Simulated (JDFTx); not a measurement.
## Zr: equation of state with PBEsol

The system is Zr.

```
Zr
1.0
     3.23200    0.00000    0.00000
    -1.61600    2.79899    0.00000
     0.00000    0.00000    5.14700
Zr
2
Direct
  0.66667 0.33333 0.75000
  0.33333 0.66667 0.25000
```

* Program: JDFTx 1.7.0 (patched build)
* Task: equation of state
* Functional: PBEsol
* Potentials or basis: PseudoDojo-SR-PBEsol-0.4.1-standard with smoothed tails
* Cutoff: 898 eV
* Density cutoff: 7184 eV
* k mesh: 9 × 9 × 5
* Occupations: fermi-dirac, width 0.05 eV
* Spin: no spin polarisation
* Local potential set to -Z/r beyond: 6 bohr
* Bands: 18
* Density cutoff over wavefunction cutoff: 8
* Max SCF steps: 100
* SCF threshold on the energy: 1e-09 Ha
* Solver of the electrons: scf

```yaml
Equilibrium_volume: 22.51 Å³/atom
Bulk_modulus_at_fixed_shape_and_positions: 100 GPa
Pressure_derivative_of_the_bulk_modulus: 3.2
```

Energy against volume, from the lowest point:
| volume (Å³/atom) | energy (meV/atom) |
| --- | --- |
| 21.884 | 5.26 |
| 22.350 | 0.00 |
| 22.815 | 0.93 |
| 23.281 | 7.51 |
| 23.746 | 19.28 |
| 24.212 | 35.82 |
| 24.678 | 56.70 |

Caveat: the cell was scaled at fixed shape and fractional positions, which overstates the stiffness of a crystal with free parameters, most of all of layers and chains.
